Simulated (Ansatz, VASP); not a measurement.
# Two plane-wave programs on Mo

The input INCAR:

```
SYSTEM = Mo
PREC = Accurate
ENCUT = 520
EDIFF = 1E-6
ISMEAR = 0
SIGMA = 0.15
LREAL = .FALSE.
LASPH = .TRUE.
NELM = 100
ALGO = Fast
ISIF = 2
LWAVE = .FALSE.
LCHARG = .TRUE.
GGA = PS
LELF = .TRUE.
LVHAR = .TRUE.
NBANDS = 13
```

The input KPOINTS:

```
regular mesh
0
G
  18 18 18
  0 0 0
```

File POSCAR:

```
Mo
1.0
    2.7765430532      0.0000000000      0.0000000000
   -1.3882715266      2.4045568187      0.0000000000
    0.0000000000      0.0000000000      2.6318361210
Mo
1
Direct
    0.0000000000      0.0000000000      0.5000000000
```

Input for Ansatz:

```yaml
crystal:
  lattice:
    - [2.7765430532, 0.0, 0.0]
    - [-1.3882715266, 2.4045568187, 0.0]
    - [0.0, 0.0, 2.631836121]
  atoms:
    - { symbol: Mo, position: [0.0, 0.0, 0.5] }
basis:
  ecutwfc: 420
kpoints:
  mp_grid: { grid: [18, 18, 18] }
hamiltonian:
  xc: pbesol
scf:
  occupations: { method: gaussian, width: 0.15 }
output:
  forces: true
  stress: true
  eigenvalues: true
  write_density: true
  write_potential: true
  elf: true
  volumetric_format: npy
```

Change from the starting cell: strain +0.015 along x and y, +0.030 along z, atoms carried along.

Alike in both runs: task single point; functional PBEsol; k mesh 18 × 18 × 18; occupations gaussian, width 0.15 eV; no spin polarisation.

```csv
,VASP,Ansatz
version,VASP 6.6.1,Ansatz 0.2.0
potentials or method,"VASP PAW PBE potentials, release 64 (Mo_sv)","scalar-relativistic, plane waves, PAW"
plane-wave cutoff (eV),520,420
valence electrons in the cell,14,14
```

|  | VASP | Ansatz | Ansatz less VASP |
| --- | --- | --- | --- |
| gap on the k mesh at the Fermi level (eV) | none | none | - |
| pressure (GPa) | -14.3 | -14.7 | -0.40 |
| largest component of the traceless stress (GPa) | 6.65 | 6.69 | +0.038 |

A gap of «none» marks a metal or a gap that the smearing closes.

Caveats: the PAW data sets were made with another functional, which shifts forces and pressure a little (VASP).
